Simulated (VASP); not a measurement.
# Zn (P6_3/mmc) in VASP: settings compared

The runs below take Zn through relaxation of shape and atoms at fixed volume, relaxation of cell and atoms, with r2SCAN, LDA.

All numbers are computed with VASP 6.6.1; they aren't measurements. Logs are shortened: lines on timing, memory, paths and dates and some standing lists are left out, and cuts for length are marked.

## (1) The crystal as given

Symmetry: P6_3/mmc, No. 194, hexagonal system. Conventional cell: a = 2.670 Å, b = 2.670 Å, c = 4.966 Å, α = 90.00°, β = 90.00°, γ = 120.00°. Zn (site symmetry -6m2) has 12 Zn at 2.67 to 2.92 Å as nearest neighbours.

## (2) Relaxation of shape and atoms at fixed volume, r2SCAN (a relaxed cell with its volume scaled by 1.02)

File INCAR:

```
SYSTEM = Zn
  PREC = Accurate
  ENCUT = 600
  EDIFF = 1E-7
  ISMEAR = 1
  SIGMA = 0.1
  LREAL = .FALSE.
  LASPH = .TRUE.
  NELM = 80
  ALGO = Normal
  ISIF = 4
  LWAVE = .FALSE.
  LCHARG = .FALSE.
  METAGGA = R2SCAN
  LMIXTAU = .TRUE.
  IBRION = 2
  NSW = 40
  EDIFFG = -0.01
```

File KPOINTS:

```
regular mesh
0
G
  18 18 8
  0 0 0
```

File POSCAR:

```
Zn                                      
1.0
    2.6118792205      0.0000000000      0.0000000000
   -1.3059396103      2.2619537567      0.0000000000
    0.0000000000      0.0000000000      5.0618274153
  Zn            
     2
Direct
     0.3333333332999970    0.6666666667000030    0.2500000000000000
     0.6666666667000030    0.3333333332999970    0.7500000000000000
```

Potentials or basis: VASP PAW PBE potentials, release 64 (Zn).

Launch:

```
> cat potpaw_PBE.64/Zn/POTCAR > POTCAR
> mpirun -np 1 vasp_std > vasp.out
```

OUTCAR:

```text
SYSTEM = Zn
   PREC = Accurate
   ENCUT = 600
   EDIFF = 1E-7
   ISMEAR = 1
   LREAL = .FALSE.
   LASPH = .TRUE.
   NELM = 80
   ISIF = 4
   METAGGA = R2SCAN
   IBRION = 2
   NSW = 40
   EDIFFG = -0.01

 ion  position               nearest neighbor table
   1  0.333  0.667  0.250-   2 2.95   2 2.95   2 2.95   2 2.95   2 2.95   2 2.95
   2  0.667  0.333  0.750-   1 2.95   1 2.95   1 2.95   1 2.95   1 2.95   1 2.95

  LATTYP: Found a hexagonal cell.
 ALAT       =     2.6118792205
 C/A-ratio  =     1.9380021004

  Lattice vectors:

 A1 = (   2.6118792205,   0.0000000000,   0.0000000000)
 A2 = (  -1.3059396103,   2.2619537567,   0.0000000000)
 A3 = (   0.0000000000,   0.0000000000,   5.0618274153)

Analysis of symmetry for initial positions (statically):
=====================================================================
 Subroutine PRICEL returns:
 Original cell was already a primitive cell.

 Routine SETGRP: Setting up the symmetry group for a
 hexagonal supercell.

 Subroutine GETGRP returns: Found 24 space group operations
 (whereof 12 operations were pure point group operations)
 out of a pool of 24 trial point group operations.

The static configuration has the point symmetry D_3d.
 The point group associated with its full space group is D_6h.

Analysis of symmetry for dynamics (positions and initial velocities):
=====================================================================
 Subroutine PRICEL returns:
 Original cell was already a primitive cell.

 Routine SETGRP: Setting up the symmetry group for a
 hexagonal supercell.

 Subroutine GETGRP returns: Found 24 space group operations
 (whereof 12 operations were pure point group operations)
 out of a pool of 24 trial point group operations.

The dynamic configuration has the point symmetry D_3d.
 The point group associated with its full space group is D_6h.

 Subroutine INISYM returns: Found 24 space group operations
 (whereof 12 operations are pure point group operations),
 and found     1 'primitive' translations

----------------------------------------------------------------------------------------

                                     Primitive cell

  volume of cell :      29.9050

  direct lattice vectors                    reciprocal lattice vectors
     2.611879221  0.000000000  0.000000000     0.382866096  0.221047844  0.000000000
    -1.305939610  2.261953757  0.000000000     0.000000000  0.442095687  0.000000000
     0.000000000  0.000000000  5.061827415     0.000000000  0.000000000  0.197557111

  length of vectors
     2.611879221  2.611879221  5.061827415     0.442095687  0.442095687  0.197557111

  position of ions in fractional coordinates (direct lattice)
     0.333333333  0.666666667  0.250000000
     0.666666667  0.333333333  0.750000000

  ion indices of the primitive-cell ions
   primitive index   ion index
                 1           1
                 2           2

----------------------------------------------------------------------------------------

 KPOINTS: regular mesh

Automatic generation of k-mesh.
 Grid dimensions read from file:
 generate k-points for:   18   18    8

 Generating k-lattice:

  Cartesian coordinates                     Fractional coordinates (reciprocal lattice)
     0.021270339  0.012280436  0.000000000     0.055555556  0.000000000  0.000000000
     0.000000000  0.024560871  0.000000000     0.000000000  0.055555556  0.000000000
     0.000000000  0.000000000  0.024694639     0.000000000  0.000000000  0.125000000

  Length of vectors
     0.024560872  0.024560871  0.024694639

  Shift w.r.t. Gamma in fractional coordinates (k-lattice)
     0.000000000  0.000000000  0.000000000

 Subroutine IBZKPT returns following result:
 ===========================================

 Found    185 irreducible k-points:

 Following reciprocal coordinates:
            Coordinates               Weight
  0.000000  0.000000  0.000000      1.000000
  0.055556  0.000000  0.000000      6.000000
  0.111111  0.000000  0.000000      6.000000
  0.166667  0.000000  0.000000      6.000000
  0.222222 -0.000000  0.000000      6.000000
  0.277778  0.000000  0.000000      6.000000
[... 16 lines left out ...]
  0.333333  0.111111  0.000000     12.000000
  0.388889  0.111111  0.000000     12.000000
 [... further k-points ...]
   k-points           NKPTS =    185   k-points in BZ     NKDIM =    185   number of bands    NBANDS=     16
   number of dos      NEDOS =    301   number of ions     NIONS =      2
   total plane-waves  NPLWV =  23040
   dimension x,y,z NGX =    24 NGY =   24 NGZ =   40
   dimension x,y,z NGXF=    48 NGYF=   48 NGZF=   80
   ions per type =               2
   NGX,Y,Z   is equivalent  to a cutoff of  15.28, 15.28, 13.14 a.u.
   NGXF,Y,Z  is equivalent  to a cutoff of  30.55, 30.55, 26.27 a.u.
 SYSTEM =  Zn
   PREC   = accura    normal or accurate (medium, high low for compatibility)
   ISTART =      0    job   : 0-new  1-cont  2-samecut
   ICHARG =      2    charge: 1-file 2-atom 10-const
   ISPIN  =      1    spin polarized calculation?
   LNONCOLLINEAR =      F non collinear calculations
   LSORBIT =      F    spin-orbit coupling
   LASPH  =      T    aspherical Exc in radial PAW
   ENCUT  =  600.0 eV  44.10 Ry    6.64 a.u.   5.22  5.22 10.11*2*pi/ulx,y,z
   NELM   =     80;   NELMIN=  2; NELMDL= -5     # of ELM steps
   EDIFF  = 0.1E-06   stopping-criterion for ELM
   LREAL  =      F    real-space projection
   EDIFFG = -.1E-01   stopping-criterion for IOM
   NSW    =     40    number of steps for IOM
   IBRION =      2    ionic relax: 0-MD 1-quasi-New 2-CG
   NFREE  =      1    steps in history (QN), initial steepest desc. (CG)
   ISIF   =      4    stress and relaxation
   ISYM   =      2    0-nonsym 1-usesym 2-fastsym
   POTIM  = 0.5000    time-step for ionic-motion
   TEBEG  =    0.0;   TEEND  =   0.0 temperature during run
   PSTRESS=    0.0 pullay stress
   NELECT =      24.0000    total number of electrons
   NUPDOWN=      -1.0000    fix difference up-down
   EMIN   =  10.00;   EMAX   =-10.00  energy-range for DOS
   EFERMI =   0.00;   METHOD = LEGACY
   ISMEAR =     1;   SIGMA  =   0.10  broadening in eV -4-tet -1-fermi 0-gaus
   EFERMI_NEDOS =   21; number of points for ismear=-14 and -15
   IALGO  =     38    algorithm
   IMIX   =      4    mixing-type and parameters
     AMIX     =   0.40;   BMIX     =  1.00
     AMIX_MAG =   1.60;   BMIX_MAG =  1.00
  volume/ion in A,a.u.               =      14.95       100.90
  Fermi-wavevector in a.u.,A,eV,Ry     =   1.521355  2.874944 31.490965  2.314521
  Thomas-Fermi vector in A             =   2.630081
   LORBIT       =      0    0 simple, 1 ext, 2 COOP (PROOUT), +10 PAW based schemes
   METAGGA = R2SCAN    functional components
   LHFCALC =     F    Hartree Fock is set to
   AEXX    =    0.0000 exact exchange contribution
   IVDW    =     0    specifies the selected vdW correction
   LEPSILON=     F    determine dielectric tensor
   LRPA    =     F    only Hartree local field effects (RPA)
 conjugate gradient relaxation of ions
 non-spin polarized calculation
 Methfessel and Paxton  Order N= 1 SIGMA  =   0.10
  energy-cutoff  :      600.00
  volume of cell :       29.91
 maximum number of plane-waves:      1016
 NGX is ok and might be reduce to    24
   NGX = 11   NGY = 11   NGZ = 21

--------------------------------------- Ionic step        1  -------------------------------------------

 number of electron      24.0000027 magnetization

 Free energy of the ion-electron system (eV)
  ---------------------------------------------------
  ext. energy  EPLUGINS =         0.00000000
  ---------------------------------------------------
  free energy    TOTEN  =       -17.80029654 eV

  energy without entropy =      -17.80031886  energy(sigma->0) =      -17.80030398

------------------------ aborting loop because EDIFF is reached ----------------------------------------

  FORCE on cell =-STRESS in cart. coord.  units (eV):
  Direction    XX          YY          ZZ          XY          YZ          ZX
  --------------------------------------------------------------------------------------
  -------------------------------------------------------------------------------------
  Total       -0.3877993     -0.3877993     -0.1820511      0.0000000     -0.0000000      0.0000000
  in kB      -20.7765508    -20.7765508     -9.7534837      0.0000000     -0.0000000      0.0000000
  external PRESSURE =     -17.1021951 kB  Pullay stress =       0.0000000 kB
[... 129 lines left out ...]
  energy  without entropy=      -17.8009467878  energy(sigma->0) =      -17.80097798

--------------------------------------- Ionic step        5  -------------------------------------------

 number of electron      24.0000018 magnetization

 Free energy of the ion-electron system (eV)
  ---------------------------------------------------
  ext. energy  EPLUGINS =         0.00000000
  ---------------------------------------------------
  free energy    TOTEN  =       -17.80104482 eV

  energy without entropy =      -17.80109612  energy(sigma->0) =      -17.80106192

 E-fermi :   3.0310     XC(G=0): -12.7000

 val. band max:        3.0212478372   @ k =   0.3333   0.1111   0.0000
 cond. band min:       3.0341916531   @ k =   0.0556   0.0556   0.2500
 fundamental gap:      0.0129438158
 Fermi energy:         3.0310138379

 k-point     1 :       0.0000    0.0000    0.0000
  band No.  band energies     occupation
      1      -7.9163      2.00000
      2      -6.0907      2.00000
      3      -5.2755      2.00000
      4      -4.9698      2.00000
      5      -4.9697      2.00000
      6      -4.9290      2.00000
[... 8 lines left out ...]
     15      19.7461      0.00000
     16      22.9134      0.00000
[... 420 lines left out ...]
  band No.  band energies     occupation
      1      -5.6849      2.00000
      2      -5.5914      2.00000
      3      -5.4397      2.00000
      4      -5.0135      2.00000
      5      -4.7994      2.00000
      6      -4.7879      2.00000
[... 8 lines left out ...]
     15       8.7690      0.00000
     16      10.3614      0.00000

 [... further k-points ...]
[... 5 lines left out ...]
  --------------------------------------------------------------------------------------
  -------------------------------------------------------------------------------------
  Total       -0.2662065     -0.2662065     -0.2671080      0.0000000      0.0000000      0.0000000
  in kB      -14.2621532    -14.2621532    -14.3104491      0.0000000      0.0000000      0.0000000
  external PRESSURE =     -14.2782518 kB  Pullay stress =       0.0000000 kB
[... 17 lines left out ...]
  FREE ENERGIE OF THE ION-ELECTRON SYSTEM (eV)
  ---------------------------------------------------
  free  energy   TOTEN  =       -17.8010448242 eV

  energy  without entropy=      -17.8010961155  energy(sigma->0) =      -17.80106192

 reached required accuracy - stopping structural energy minimisation
```

Wall time 19 min (1 thread of AMD EPYC 9R45 (Zen 5), shared host); peak memory 0.21 GiB.

What came out:

| Item | Value |
| --- | --- |
| Free energy | -17.8010 eV |
| Energy gained by relaxing | 0.4 meV/atom |
| Ionic steps | 5 |
| Pressure after relaxing | -1.4 GPa |
| Band gap on the k mesh | none (metal or under the smearing width) |

Step by step:
```csv
step,energy change (eV),largest force (eV/Å),pressure (GPa)
1,0.0000,0.0000,-1.71
2,-0.0006,0.0000,-1.54
3,-0.0007,0.0000,-1.48
4,-0.0007,0.0000,-1.36
5,-0.0007,0.0000,-1.43
```

Final structure:
```
Zn
1.0
     2.60452    0.00000    0.00000
    -1.30226    2.25558    0.00000
     0.00000    0.00000    5.09047
Zn
2
Cartesian
  0.0000 1.5037 1.2726
  1.3023 0.7519 3.8179
```

Caveat: the PAW data sets were made with another functional, which shifts forces and pressure a little.

## (3) Relaxation of shape and atoms at fixed volume, r2SCAN (a relaxed cell with its volume scaled by 1.04)

INCAR is that of step 2.

KPOINTS is that of step 2.

File POSCAR:

```
Zn                                      
1.0
    2.6288399504      0.0000000000      0.0000000000
   -1.3144199753      2.2766421796      0.0000000000
    0.0000000000      0.0000000000      5.0946973455
  Zn            
     2
Direct
     0.3333333332999970    0.6666666667000030    0.2500000000000000
     0.6666666667000030    0.3333333332999970    0.7500000000000000
```

Potentials or basis: VASP PAW PBE potentials, release 64 (Zn).

Launch:

```
> cat potpaw_PBE.64/Zn/POTCAR > POTCAR
> mpirun -np 1 vasp_std > vasp.out
```

It took 21 min on 1 thread of AMD EPYC 9R45 (Zen 5), shared host; peak memory 0.21 GiB.

It converged, with:

```
Free energy               : -17.7924 eV
Energy gained by relaxing : 0.8 meV/atom
Ionic steps               : 5
Pressure after relaxing   : -2.9 GPa
Band gap on the k mesh    : none (metal or under the smearing width)
```

The path:
| step | energy change (eV) | largest force (eV/Å) | pressure (GPa) |
| --- | --- | --- | --- |
| 1 | 0.0000 | 0.0000 | -3.34 |
| 2 | -0.0013 | 0.0000 | -3.13 |
| 3 | -0.0015 | 0.0000 | -3.04 |
| 4 | -0.0015 | 0.0000 | -2.83 |
| 5 | -0.0016 | 0.0000 | -2.94 |

Final structure:
```
Zn
1.0
     2.61739    0.00000    0.00000
    -1.30870    2.26673    0.00000
     0.00000    0.00000    5.13936
Zn
2
Direct
  0.33333 0.66667 0.25000
  0.66667 0.33333 0.75000
```

Levels at points of the mesh, in eV from the Fermi level:
| k point | band 8 | band 9 | band 10 | band 11 | band 12 | band 13 | band 14 | band 15 | band 16 |
| --- | --- | --- | --- | --- | --- | --- | --- | --- | --- |
| (0.00, 0.00, 0.00) | -7.46 | -7.46 | -7.31 | -7.31 | -3.87 | -3.69 | 12.53 | 16.44 | 19.74 |
| (0.50, 0.00, 0.00) | -7.35 | -7.06 | -7.05 | -2.69 | -1.85 | 2.55 | 3.93 | 4.23 | 6.04 |
| (0.00, 0.00, 0.50) | -7.85 | -7.38 | -7.38 | -7.38 | -7.38 | 3.87 | 3.87 | 21.00 | 21.00 |
| (0.50, 0.00, 0.50) | -7.36 | -7.06 | -7.06 | -1.80 | -1.80 | 0.59 | 0.59 | 10.14 | 10.14 |

Caveat: the PAW data sets were made with another functional, which shifts forces and pressure a little.

## (4) Relaxation of shape and atoms at fixed volume, r2SCAN (a relaxed cell with its volume scaled by 1.06)

INCAR is that of step 3.

KPOINTS is that of step 3.

File POSCAR:

```
Zn                                      
1.0
    2.6455846054      0.0000000000      0.0000000000
   -1.3227923027      2.2911434762      0.0000000000
    0.0000000000      0.0000000000      5.1271485220
  Zn            
     2
Direct
     0.3333333332999970    0.6666666667000030    0.2500000000000000
     0.6666666667000030    0.3333333332999970    0.7500000000000000
```

Launch:

```
> cat potpaw_PBE.64/Zn/POTCAR > POTCAR
> mpirun -np 1 vasp_std > vasp.out
```

Run time: 22 min. Hardware: 1 thread of AMD EPYC 9R45 (Zen 5), shared host; peak memory 0.21 GiB.

The run converged. Its results:

```yaml
Free_energy: -17.7801 eV
Energy_gained_by_relaxing: 2.0 meV/atom
Ionic_steps: 4
Pressure_after_relaxing: -3.7 GPa
Band_gap_on_the_k_mesh: none (metal or under the smearing width)
```

Stress tensor (GPa, compression positive):
```
-3.70  0.00  0.00
 0.00 -3.70  0.00
 0.00  0.00 -3.59
```

Step by step:
```tsv
step	energy change (eV)	largest force (eV/Å)	pressure (GPa)
1	0.0000	0.0000	-4.62
2	-0.0027	0.0000	-4.32
3	-0.0034	0.0000	-4.12
4	-0.0040	0.0000	-3.67
```

Final structure:
```xyz
2
Lattice="2.6211 0.0000 0.0000 -1.3106 2.2700 0.0000 0.0000 0.0000 5.2233" Properties=species:S:1:pos:R:3 pbc="T T T"
Zn    0.0000    1.5133    1.3058
Zn    1.3106    0.7567    3.9175
```

Levels at points of the mesh, in eV from the Fermi level:
```tsv
k point	band 9	band 10	band 11	band 12	band 13	band 14	band 15	band 16
(0.00, 0.00, 0.00)	-7.35	-7.21	-7.21	-3.78	-3.73	11.97	15.94	19.87
(0.50, 0.00, 0.00)	-6.95	-6.94	-2.50	-1.69	2.50	4.02	4.12	6.08
(0.00, 0.00, 0.50)	-7.27	-7.27	-7.27	-7.27	3.64	3.64	21.07	21.07
(0.50, 0.00, 0.50)	-6.95	-6.95	-1.64	-1.64	0.68	0.68	9.93	9.93
```

Caveat: the PAW data sets were made with another functional, which shifts forces and pressure a little.

## (5) Relaxation of cell and atoms, LDA

File INCAR:

```
SYSTEM = Zn
ALGO = Normal ; EDIFF = 1E-6
EDIFFG = -0.01 ; ENCUT = 600
IBRION = 2 ; ISIF = 3
ISMEAR = 1 ; LASPH = .TRUE.
LCHARG = .FALSE. ; LREAL = .FALSE.
LWAVE = .FALSE. ; NELM = 80
NSW = 90 ; PREC = Accurate
SIGMA = 0.1
```

File KPOINTS:

```
k-points
0
G
  18 18 8
  0 0 0
```

File POSCAR:

```
Zn
1.0
    2.6700000000      0.0000000000      0.0000000000
   -1.3350000000      2.3122878281      0.0000000000
    0.0000000000      0.0000000000      4.9660000000
Zn
2
Direct
    0.3333333333      0.6666666667      0.2500000000
    0.6666666667      0.3333333333      0.7500000000
```

Potentials or basis: VASP PAW LDA potentials, release 64 (Zn).

Launch:

```
> cat potpaw_LDA.64/Zn/POTCAR > POTCAR
> mpirun -np 1 vasp_std > vasp.out
```

Run time: 76 s. Hardware: 1 thread of Intel Xeon 6975P-C (Granite Rapids), shared host; peak memory 0.22 GiB.

Results (log left out):

```yaml
Free_energy: -3.7564 eV
Relaxed_volume: 13.73 Å³/atom
Relaxed_cell: a = 2.561 Å, b = 2.561 Å, c = 4.833 Å, α = 90.00°, β = 90.00°, γ = 120.00°
Space_group_after_relaxing_to_0.05_Å: P6_3/mmc (No. 194)
Energy_gained_by_relaxing: 52.4 meV/atom
Ionic_steps: 4
Pressure_after_relaxing: -0.1 GPa
Band_gap_on_the_k_mesh: none (metal or under the smearing width)
```

Stress tensor (GPa, compression positive):
```
-0.11  0.00  0.00
 0.00 -0.11  0.00
 0.00  0.00  0.06
```

Step by step:
```
step  energy change (eV)  largest force (eV/Å)  pressure (GPa)  volume (Å³)
   1              0.0000                0.0000           -8.84        30.66
   2             -0.1029                0.0000            1.04        27.05
   3             -0.1047                0.0000            0.37        27.34
   4             -0.1048                0.0000           -0.05        27.45
```

Final structure:
```
Zn
1.0
     2.56120    0.00000    0.00000
    -1.28060    2.21806    0.00000
     0.00000    0.00000    4.83284
Zn
2
Direct
  0.33333 0.66667 0.25000
  0.66667 0.33333 0.75000
```

Levels at points of the mesh, in eV from the Fermi level:
```
           k point  band 10  band 11  band 12  band 13  band 14  band 15
(0.00, 0.00, 0.00)    -7.47    -7.47    -4.35    -3.34    13.77    17.80
(0.50, 0.00, 0.00)    -7.23    -3.23    -2.30     2.60     3.51     4.44
(0.00, 0.00, 0.50)    -7.57    -7.57    -7.57     4.45     4.45    20.28
(0.50, 0.00, 0.50)    -7.24    -2.29    -2.29     0.25     0.25    10.40
```

Caveat: the volume moved by -10 % from the deposited cell, more than functionals usually miss. Zero-point motion and thermal expansion aren't in these numbers.

## (6) Overview

```tsv
task	level	potentials or basis	cell	gap on the mesh (eV)	pressure (GPa)
relaxation of shape and atoms at fixed volume	r2SCAN	VASP PAW PBE potentials, release 64 (Zn)	atoms relaxed at fixed volume from: a relaxed cell with its volume scaled by 1.02	none	-1.4
relaxation of shape and atoms at fixed volume	r2SCAN	VASP PAW PBE potentials, release 64 (Zn)	atoms relaxed at fixed volume from: a relaxed cell with its volume scaled by 1.04	none	-2.9
relaxation of shape and atoms at fixed volume	r2SCAN	VASP PAW PBE potentials, release 64 (Zn)	atoms relaxed at fixed volume from: a relaxed cell with its volume scaled by 1.06	none	-3.7
relaxation of cell and atoms	LDA	VASP PAW LDA potentials, release 64 (Zn)	relaxed	none	-0.1
```

Alike in all rows: no spin polarisation; k mesh 18 × 18 × 8; cutoff (eV) 600; smearing methfessel-paxton 0.1 eV.

Caveats: the PAW data sets were made with another functional, which shifts forces and pressure a little (some runs); the volume moved by -10 % from the deposited cell, more than functionals usually miss (some runs).

Total energies depend on the potentials used, so only differences within one code and one set of settings carry meaning.
